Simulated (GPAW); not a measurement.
**How the equilibrium volume moves from PBE to LDA, PBE-D3(0)**

Computed equilibrium volume (Å³/atom) at each level. Volumes are each level's own minimum, from an equation of state or a relaxation of the cell. Not every cell is the stable form of its formula. Spin polarisation and spin-orbit coupling are off unless named.

- PBE: GPAW (GPAW PAW data sets (gpaw-data 1.2.1)); cutoffs 600 to 800 eV; k meshes of 1000 to 2197 points
- LDA: GPAW (the program's PAW data sets (release 1.2.1) made for this functional) for C, Pd, Pt, MgO, TaN, W; GPAW (PAW data sets generated for this functional) for BP, Ta; cutoffs 600 to 800 eV; k meshes of 512 to 2197 points
- PBE-D3(0): GPAW (GPAW PAW data sets (gpaw-data 1.2.1)); cutoffs 600 to 800 eV; k meshes of 512 to 1728 points

| crystal | PBE | LDA | PBE-D3(0) |
| --- | --- | --- | --- |
| BP (F-43m) | 11.790 | 11.344 | 11.615 |
| C (Fd-3m) | 5.701 | 5.513 | 5.662 |
| Pd (Fm-3m) | 15.309 | 14.139 | 14.665 |
| Pt (Fm-3m) | 15.637 | ? | 15.018 |
| MgO (Fm-3m) | 9.630 | ? | 9.369 |
| Ta (Im-3m) | 18.270 | 17.201 | 17.681 |
| TaN (Fm-3m) | 10.783 | ? | 10.565 |
| W (Im-3m) | 16.134 | 15.350 | 15.744 |

Question: Estimate the LDA values left open from the trend in the other rows.

Answer: The rows shown shift by -4.9 % in the median. The runs gave Pt 14.684; MgO 9.026; TaN 10.243 Å³/atom. Over all rows, from the values as printed: LDA lies below PBE in 8 of 8 crystals, with a median shift of -5.4 % (-7.6 % for Pd to -3.3 % for C). Spin-orbit coupling, where left out, moves volumes and moduli of the heaviest elements a little. Meshes of this size aren't converged for the metals. LDA stands for any of its common fits to the electron gas. Columns can differ in potentials, meshes and smearing within a row, which adds scatter of its own. Where several set-ups ran one level, the entry is one near their median; a run lay far from it for MgO.
